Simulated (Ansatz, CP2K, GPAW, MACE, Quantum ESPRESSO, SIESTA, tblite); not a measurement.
**CP2K runs on generalised stacking fault on (110) of a KCl-RbCl solid solution (80 atoms)**

Aim: run generalised stacking fault on (110) of a KCl-RbCl solid solution (80 atoms) in CP2K and see how near its forces come to a plane-wave reference, and at what cost.

Program: CP2K 2026.2. Level of theory: the method is named at each step. Results are calculated unless marked as measured.

## (1) Starting point

The cell holds 80 atoms: 13 Rb, 40 Cl and 27 K. Cell: a = 7.339 Å, b = 10.379 Å, c = 26.265 Å, α = 90.0°, β = 82.6°, γ = 90.0°. CsCl-type KCl lattice (a = 3.6697 Å, the value set for the mixture), cell with z along [110], 2 x 2 x 5 periods; the third cell vector is tilted by 0.917 of [001] and lengthened by 0.1 Å, so the cell holds one fault; displaced by a Gaussian of 0.01 Å; 13 of 40 K sites given to Rb at random (lattice constant by Vegard's rule between KCl and RbCl). Then every atom was moved at random, 0.02 Å r.m.s. a Cartesian component. The structure's axis is c.

The yardstick, on the same geometry:

| Property | Result |
| --- | --- |
| method | Kohn-Sham DFT, PBE, PAW, plane waves (Ansatz 0.2.0); cutoff 420 eV, Γ point, fermi-dirac smearing of 0.05 eV; PAW set soft_2 |
| r.m.s. force component | 0.1115 eV/Å |
| longest force | 0.3849 eV/Å |
| pressure | 5.484 GPa |
| gap (highest filled to lowest empty level) | 5.532 eV |
| SCF cycles | 7 |
| time | 13 s on 8 threads of Arm Neoverse V2, shared host |
| CPU time | 90 s |

## (2) PBE, DZVP-MOLOPT-SR, 600/50 Ry, diagonalisation

Method: Kohn-Sham DFT, PBE, GTH-PBE pseudopotentials, Gaussian and plane waves, DZVP-MOLOPT-SR-GTH, diagonalisation.

Input file input.inp:

```
&GLOBAL
  PROJECT cell
  RUN_TYPE ENERGY_FORCE
  PRINT_LEVEL LOW
&END GLOBAL
&FORCE_EVAL
  METHOD QS
  STRESS_TENSOR ANALYTICAL
  &DFT
    BASIS_SET_FILE_NAME BASIS_MOLOPT
    POTENTIAL_FILE_NAME GTH_POTENTIALS
    &MGRID
      CUTOFF 600
      REL_CUTOFF 50
      NGRIDS 5
    &END MGRID
    &QS
      EPS_DEFAULT 1.0E-12
    &END QS
    &SCF
      SCF_GUESS ATOMIC
      EPS_SCF 1.0E-06
      MAX_SCF 200
      ADDED_MOS 52
      &DIAGONALIZATION
        ALGORITHM STANDARD
      &END DIAGONALIZATION
      &SMEAR ON
        METHOD FERMI_DIRAC
        ELECTRONIC_TEMPERATURE [K] 580
      &END SMEAR
      &MIXING
        METHOD BROYDEN_MIXING
        ALPHA 0.15
        NBROYDEN 8
      &END MIXING
      &PRINT
        &RESTART OFF
        &END RESTART
      &END PRINT
    &END SCF
    &XC
      &XC_FUNCTIONAL PBE
      &END XC_FUNCTIONAL
    &END XC
    &PRINT
      &MULLIKEN ON
      &END MULLIKEN
      &LOWDIN ON
      &END LOWDIN
      &HIRSHFELD ON
      &END HIRSHFELD
      &MO ON
        EIGENVALUES T
        OCCUPATION_NUMBERS T
        MO_INDEX_RANGE 309 332
        &EACH
          QS_SCF 0
        &END EACH
        ADD_LAST NUMERIC
      &END MO
    &END PRINT
  &END DFT
  &SUBSYS
    &CELL
      A 7.33940 0.00000 0.00000
      B 0.00000 10.37948 0.00000
      C 3.36387 0.00000 26.04870
    &END CELL
    &COORD
      SCALED
      Rb 0.54170 0.00245 0.99491
      Cl 0.20548 0.99900 0.09956
      K 0.04401 0.00026 0.99682
      Cl 0.70697 0.99849 0.10081
      K 0.54138 0.49989 0.99462
      Cl 0.20767 0.50098 0.09902
      K 0.04450 0.50029 0.99432
      Cl 0.70926 0.49724 0.09989
      K 0.95579 0.25225 0.09823
      Cl 0.16155 0.24752 0.19788
      Rb 0.45513 0.25078 0.09889
      Cl 0.66154 0.25046 0.19752
      K 0.90859 0.00294 0.19851
      Cl 0.11283 0.99996 0.29818
      Rb 0.40802 0.00177 0.19826
      Cl 0.61394 0.99780 0.29888
      K 0.95525 0.74750 0.10044
      Cl 0.15512 0.74911 0.19929
      K 0.45462 0.74924 0.10010
      Cl 0.66590 0.75172 0.19867
      K 0.91267 0.50167 0.19898
      Cl 0.11319 0.49887 0.29871
      K 0.40734 0.49737 0.19818
      Cl 0.61501 0.50070 0.29971
      K 0.85970 0.25027 0.29885
      Cl 0.06852 0.25013 0.39755
      K 0.35867 0.24990 0.30054
      Cl 0.56690 0.25115 0.39770
      Rb 0.81299 0.99793 0.39667
      Cl 0.02496 0.00669 0.49770
      Rb 0.30934 0.99990 0.39885
      Cl 0.52097 0.00058 0.49750
      K 0.86422 0.74906 0.29693
      Cl 0.06482 0.75088 0.39794
      Rb 0.36318 0.75179 0.29847
      Cl 0.57140 0.75084 0.39863
      K 0.81614 0.50242 0.39668
      Cl 0.01631 0.50148 0.49823
      K 0.31624 0.49740 0.39731
      Cl 0.51887 0.49770 0.49679
      Rb 0.77007 0.24820 0.49693
      Cl 0.96970 0.24675 0.59726
      K 0.27474 0.25037 0.49738
      Cl 0.47730 0.25047 0.59757
      K 0.72794 0.99620 0.59707
      Cl 0.93095 0.99848 0.69787
      K 0.23262 0.00299 0.59788
      Cl 0.43291 0.99912 0.69503
      K 0.77638 0.75186 0.49792
      Cl 0.97733 0.74982 0.59802
      K 0.27398 0.74814 0.49836
      Cl 0.47737 0.74899 0.59773
      K 0.72359 0.49744 0.59845
      Cl 0.93084 0.50115 0.69756
      Rb 0.22442 0.49972 0.59708
      Cl 0.43134 0.50006 0.69699
[... 20 atom lines left out ...]
      K 0.59086 0.74894 0.89554
      Cl 0.79308 0.75235 0.99677
      Rb 0.09481 0.74954 0.89576
      Cl 0.29487 0.75252 0.99580
    &END COORD
    &KIND Rb
      BASIS_SET DZVP-MOLOPT-SR-GTH-q9
      POTENTIAL GTH-PBE-q9
    &END KIND
    &KIND Cl
      BASIS_SET DZVP-MOLOPT-SR-GTH-q7
      POTENTIAL GTH-PBE-q7
    &END KIND
    &KIND K
      BASIS_SET DZVP-MOLOPT-SR-GTH-q9
      POTENTIAL GTH-PBE-q9
    &END KIND
  &END SUBSYS
  &PRINT
    &FORCES ON
    &END FORCES
    &STRESS_TENSOR ON
    &END STRESS_TENSOR
  &END PRINT
&END FORCE_EVAL
```

On the command line:

```sh
$ OMP_NUM_THREADS=1 mpirun -np 4 cp2k.psmp -i input.inp > output.txt
```

Numbers of over 12 decimals in the logs are rounded to 6 here.

What it wrote:

```text
CP2K| version string:                                       CP2K version 2026.2
 CP2K| Input file name                                                 input.inp
 GLOBAL| Basis set file name                                        BASIS_MOLOPT
 GLOBAL| Potential file name                                      GTH_POTENTIALS
 GLOBAL| Run type                                                   ENERGY_FORCE
 GLOBAL| Total number of message passing processes                             4
 GLOBAL| Number of threads for this process                                    1
 TOTAL NUMBERS AND MAXIMUM NUMBERS
  Total number of            - Atomic kinds:                                   3
                             - Atoms:                                         80
                             - Shell sets:                                    80
                             - Shells:                                       440
                             - Primitive Cartesian functions:                413
                             - Cartesian basis functions:                   1160
                             - Spherical basis functions:                   1080
  Maximum angular momentum of- Orbital basis functions:                        2
                             - Local part of the GTH pseudopotential:          2
                             - Non-local part of the GTH pseudopotential:      3
 SCF PARAMETERS         Density guess:                                    ATOMIC
                        max_scf:                                             200
                        eps_scf:                                        1.00E-06
                        added MOs                                        52    0
                        Mixing method:                            BROYDEN_MIXING
                                                charge density mixing in g-space
                        Smear method:                                FERMI_DIRAC
                        Electronic temperature [K]:                        580.0
                        Electronic temperature [a.u.]:                  1.84E-03
                        Accuracy threshold:                             1.00E-10
 Extrapolation method: initial_guess
 Number of electrons:                                                        640
 Number of occupied orbitals:                                                320
 Number of molecular orbitals:                                               372
 Number of orbital functions:                                               1080
 Number of independent orbital functions:                                   1080
 SCF WAVEFUNCTION OPTIMIZATION
  Step     Update method      Time    Convergence         Total energy    Change
     1 NoMix/Diag. 0.15E+00    4.1     0.93336506     -1684.0862905137 -1.68E+03
     2 Broy./Diag. 0.15E+00    6.7     0.02644621     -1658.0733831182  2.60E+01
     3 Broy./Diag. 0.15E+00    6.7     0.08173578     -1670.7488532040 -1.27E+01
     4 Broy./Diag. 0.15E+00    6.7     0.00188554     -1679.6889763136 -8.94E+00
[...]
20 Broy./Diag. 0.15E+00    6.9     0.00000116     -1680.3156340831  1.43E-05
    21 Broy./Diag. 0.15E+00    7.0     0.00000042     -1680.3156581081 -2.40E-05
  *** SCF run converged in    21 steps ***
  Electronic density on regular grids:       -640.0000000000        0.0000000000
  Core density on regular grids:              639.9999999995       -0.0000000005
  Total charge density on r-space grids:       -0.0000000005
  Total charge density g-space grids:          -0.0000000005
  Overlap energy of the core charge distribution:               0.000000
  Self energy of the core charge distribution:              -3497.119936
  Core Hamiltonian energy:                                    816.661389
  Hartree energy:                                            1286.935411
  Exchange-correlation energy:                               -286.792521
  Electronic entropic energy:                                  -0.000000
  Fermi energy:                                                 0.236254
  Total energy:                                             -1680.315658
  Total energy (extrapolated to T->0):                      -1680.315658
 MO| EIGENVALUES AND OCCUPATION NUMBERS
 MO|
 MO|  Index      Eigenvalue [a.u.]        Eigenvalue [eV]             Occupation
 MO|    309               0.082869               2.254979               2.000000
 MO|    310               0.082955               2.257315               2.000000
 MO|    311               0.083035               2.259496               2.000000
[...]
MO|    331               0.329556               8.967688               0.000000
 MO|    332               0.331603               9.023369               0.000000
 MO| Sum:                                                             640.000000
 MO| E(Fermi):            0.236254 a.u.          6.428794 eV
 MO| Band gap:            0.203512 a.u.          5.537842 eV
 !-----------------------------------------------------------------------------!
                     Mulliken Population Analysis
 #  Atom  Element  Kind  Atomic population                           Net charge
       1     Rb       1          8.542072                              0.457928
       2     Cl       2          7.525363                             -0.525363
       3     K        3          8.442940                              0.557060
[...]
# Total charge                            640.000000                 -0.000000
 !-----------------------------------------------------------------------------!
 !-----------------------------------------------------------------------------!
                           Hirshfeld Charges
  #Atom  Element  Kind  Ref Charge     Population                    Net charge
      1       Rb     1       9.000         10.023                        -1.023
      2       Cl     2       7.000          6.021                         0.979
      3       K      3       9.000          9.952                        -0.952
[...]
79       Rb     1       9.000         10.066                        -1.066
     80       Cl     2       7.000          6.039                         0.961
  Total Charge                                                           -0.000
 !-----------------------------------------------------------------------------!
 LOWDIN POPULATION ANALYSIS
 #  Atom  Element  Kind  Atomic population                           Net charge
[...]
79     Rb       1          9.050123                             -0.050123
      80     Cl       2          7.078651                             -0.078651
 # Total charge                            640.000000                 -0.000000
 ENERGY| Total FORCE_EVAL ( QS ) energy [hartree]          -1680.315665
 FORCES| Atomic forces [hartree/bohr]
 FORCES|   Atom     x               y               z               |f|
 FORCES|      1  8.51126541E-04 -1.19936750E-03  3.40738731E-03   3.71122447E-03
 FORCES|      2 -3.49929902E-03 -2.09158940E-03 -3.94450324E-03   5.67264891E-03
 FORCES|      3 -1.98596408E-03 -3.08952658E-04  1.00231755E-03   2.24591752E-03
[...]
FORCES|     79 -2.62650255E-03  1.34684448E-03  1.11456431E-03   3.15511637E-03
 FORCES|     80 -9.26824577E-04 -3.64094094E-03  3.22169209E-03   4.94921758E-03
 FORCES| Sum     1.35403575E-05  9.76976042E-06 -2.33472032E-05
 FORCES| Total atomic force                                       2.87033343E-05
 STRESS| Analytical stress tensor [bar]
 STRESS|                        x                   y                   z
 STRESS|      x        7.44318777795E+04  -4.65411773791E+01   1.27200811472E+03
 STRESS|      y       -4.65411773791E+01   5.03677389199E+04  -6.58293392430E+01
 STRESS|      z        1.27200811472E+03  -6.58293392430E+01   4.76733690306E+04
 STRESS| 1/3 Trace                                             5.74909952433E+04
```

It took 2.7 min on 4 MPI ranks of Arm Neoverse V2, shared host; peak memory 7.1 GiB.

Banners, paths, timers and routine set-up lines are dropped from the logs unmarked, and long logs keep their key lines alone; longer cuts are marked.

Numbers from this run, and their distance from the reference:

```
r.m.s. force component                           : 0.1204 eV/Å
r.m.s. difference of force components            : 9.244 meV/Å
longest difference of force vectors              : 31.56 meV/Å
force difference over r.m.s. force               : 8.289 %
slope of forces against the reference's          : 1.08
correlation of force components                  : 0.9998
gap (highest filled to lowest empty level) : 5.538 eV
gap difference                                   : 0.0055 eV
pressure                                         : 5.749 GPa
pressure difference                              : 0.2655 GPa
```

Length of the force difference by element (eV/Å):

```csv
element,atoms,mean,most
Cl,40,0.019,0.032
K,27,0.0079,0.017
Rb,13,0.013,0.021
```

Levels nearest the highest filled one (eV from it): -0.20, -0.19, -0.19, -0.17, -0.17, -0.15, -0.13, -0.08, -0.04, -0.02, -0.02, 0.00, 5.54, 6.05, 6.08, 6.13, 6.16, 6.19, 6.36, 6.37, 6.46, 6.48, 6.52, 6.57.

A closer look about Cl54, picked at random: 9 atoms, nearest first, numbered in the order of the input, with positions taken from that point.

```csv
atom,x,y,z,distance (Å),bonds,Mulliken charge (e),Fx,Fy,Fz (eV/Å)
Cl54,0.00,0.00,0.00,0.00,8,-0.51,0.146,-0.081,-0.141
Rb65,-1.83,2.55,0.01,3.14,8,0.45,-0.021,0.122,-0.187
Rb69,-1.85,-0.01,2.57,3.17,8,0.49,0.096,-0.068,0.071
K59,1.84,-2.58,-0.02,3.17,8,0.57,-0.053,-0.084,0.011
Rb71,1.86,0.01,2.58,3.18,8,0.51,-0.124,-0.077,-0.016
K53,-1.85,-0.04,-2.58,3.18,8,0.56,0.020,0.063,-0.104
Rb55,1.82,-0.01,-2.62,3.19,8,0.46,-0.010,-0.044,-0.011
K67,1.85,2.60,-0.03,3.19,8,0.55,-0.045,-0.003,-0.005
Rb57,-1.83,-2.62,-0.02,3.19,8,0.48,0.005,-0.026,0.045
```

Forces lie 8.3 % from the reference's, at 7.1 times its CPU time (on 4 against 8 cores).

## (3) PBE, TZVP-MOLOPT (SR for Rb, K), 600/50 Ry, diagonalisation

Method: Kohn-Sham DFT, PBE, GTH-PBE pseudopotentials, Gaussian and plane waves, TZVP-MOLOPT-GTH, diagonalisation.

Changes to input.inp since step 2:

```diff
@@ -10,2 +10,3 @@
     BASIS_SET_FILE_NAME BASIS_MOLOPT
+    BASIS_SET_FILE_NAME BASIS_MOLOPT_UCL
     POTENTIAL_FILE_NAME GTH_POTENTIALS
@@ -50,4 +51,2 @@
       &END LOWDIN
-      &HIRSHFELD ON
-      &END HIRSHFELD
       &MO ON
@@ -69,8 +68,8 @@
     &END CELL
-    &COORD
-      SCALED
-[... 80 atom lines left out: the same atoms as in the first run ...]
-    &END COORD
+    &TOPOLOGY
+      COORD_FILE_NAME structure.xyz
+      COORD_FILE_FORMAT XYZ
+    &END TOPOLOGY
     &KIND Rb
-      BASIS_SET DZVP-MOLOPT-SR-GTH-q9
+      BASIS_SET TZVP-MOLOPT-SR-GTH-q9
       POTENTIAL GTH-PBE-q9
@@ -78,3 +77,3 @@
     &KIND Cl
-      BASIS_SET DZVP-MOLOPT-SR-GTH-q7
+      BASIS_SET TZVP-MOLOPT-GTH-q7
       POTENTIAL GTH-PBE-q7
@@ -82,3 +81,3 @@
     &KIND K
-      BASIS_SET DZVP-MOLOPT-SR-GTH-q9
+      BASIS_SET TZVP-MOLOPT-SR-GTH-q9
       POTENTIAL GTH-PBE-q9
```

Input file structure.xyz:

```xyz
80

Rb 7.32250 0.02543 25.91611
Cl 1.84301 10.36910 2.59341
K 3.67618 0.00270 25.96587
Cl 5.52785 10.36381 2.62597
K 7.31918 5.18860 25.90856
Cl 1.85726 5.19991 2.57934
K 3.67137 5.19275 25.90074
Cl 5.54156 5.16109 2.60200
K 7.34536 2.61822 2.55876
Cl 1.85132 2.56913 5.15452
Rb 3.67303 2.60297 2.57596
Cl 5.51974 2.59964 5.14514
K 7.33627 0.03052 5.17093
Cl 1.83114 10.37906 7.76720
Rb 3.66154 0.01837 5.16442
Cl 5.51134 10.35665 7.78544
K 7.34883 7.75866 2.61633
Cl 1.80887 7.77537 5.19125
K 3.67336 7.77672 2.60747
Cl 5.55561 7.80246 5.17510
[... 56 atom lines left out ...]
K 7.34904 7.77361 23.32765
Cl 9.17374 7.80900 25.96456
Rb 3.70907 7.77984 23.33338
Cl 5.51391 7.81077 25.93930
```

What it wrote:

```text
CP2K| version string:                                       CP2K version 2026.2
 CP2K| Input file name                                                 input.inp
 GLOBAL| Basis set file name                                        BASIS_MOLOPT
 GLOBAL| Potential file name                                      GTH_POTENTIALS
 GLOBAL| Run type                                                   ENERGY_FORCE
 GLOBAL| Total number of message passing processes                             4
 GLOBAL| Number of threads for this process                                    1
[... lines left out ...]
                        Smear method:                                FERMI_DIRAC
[... lines left out ...]
 Number of electrons:                                                        640
[... lines left out ...]
  Step     Update method      Time    Convergence         Total energy    Change
[... lines left out ...]
  *** SCF run converged in    21 steps ***
[... lines left out ...]
  Fermi energy:                                                 0.232659
  Total energy:                                             -1680.506331
  Total energy (extrapolated to T->0):                      -1680.506331
[... lines left out ...]
 MO| E(Fermi):            0.232659 a.u.          6.330965 eV
[... lines left out ...]
      79     Rb       1          8.669303                              0.330697
      80     Cl       2          7.308571                             -0.308571
 # Total charge                            640.000000                 -0.000000
 ENERGY| Total FORCE_EVAL ( QS ) energy [hartree]          -1680.506351
 FORCES| Atomic forces [hartree/bohr]
 FORCES|   Atom     x               y               z               |f|
 FORCES|      1  7.97780320E-04 -1.18501389E-03  3.41219466E-03   3.69915987E-03
 FORCES|      2 -3.49272036E-03 -2.07916707E-03 -3.86547353E-03   5.60927062E-03
 FORCES|      3 -1.95859980E-03 -3.46118630E-04  9.49013530E-04   2.20375542E-03
[...]
FORCES|     79 -2.56647176E-03  1.26864810E-03  1.07395928E-03   3.05771710E-03
 FORCES|     80 -8.64139098E-04 -3.55119147E-03  3.16428683E-03   4.83429502E-03
 FORCES| Sum     1.40308005E-05  8.68335384E-06 -2.09991413E-05
 FORCES| Total atomic force                                       2.67063276E-05
 STRESS| Analytical stress tensor [bar]
 STRESS|                        x                   y                   z
 STRESS|      x        7.35466256077E+04  -4.66991634441E+01   1.22868965808E+03
 STRESS|      y       -4.66991634441E+01   5.01527889629E+04  -4.19036289993E+01
 STRESS|      z        1.22868965808E+03  -4.19036289993E+01   4.76100093439E+04
 STRESS| 1/3 Trace                                             5.71031413048E+04
```

Elapsed: 3.2 min, on 4 MPI ranks; peak memory 7.6 GiB.

Numbers from this run, and their distance from the reference:

* r.m.s. force component: 0.1183 eV/Å
* r.m.s. difference of force components: 6.985 meV/Å
* longest difference of force vectors: 23.21 meV/Å
* force difference over r.m.s. force: 6.263 %
* slope of forces against the reference's: 1.06
* correlation of force components: 0.9999
* gap (highest filled to lowest empty level): 5.504 eV
* gap difference: -0.0282 eV
* pressure: 5.71 GPa
* pressure difference: 0.2267 GPa

Against the first run (8.3 %), the force difference from the reference is 6.3 %, at 1.2 times the CPU time, with 1400 basis functions against 1080: the larger basis brings the forces nearer.

(Continued in part 2 of 3.)

[Also dropped from logs without a mark: logging warnings of Python, and SIESTA's first energy breakdown and zero terms.]

[Logs are printed without paths, hosts, clocks, repeated set-up lines and the standing remarks that a program may print on its own settings, such as how far it seeks lower states.]

[Hosts, paths, dates, database ids (printed as entryN), source tags and the programs' standing remarks are cut or masked in the printed files.]
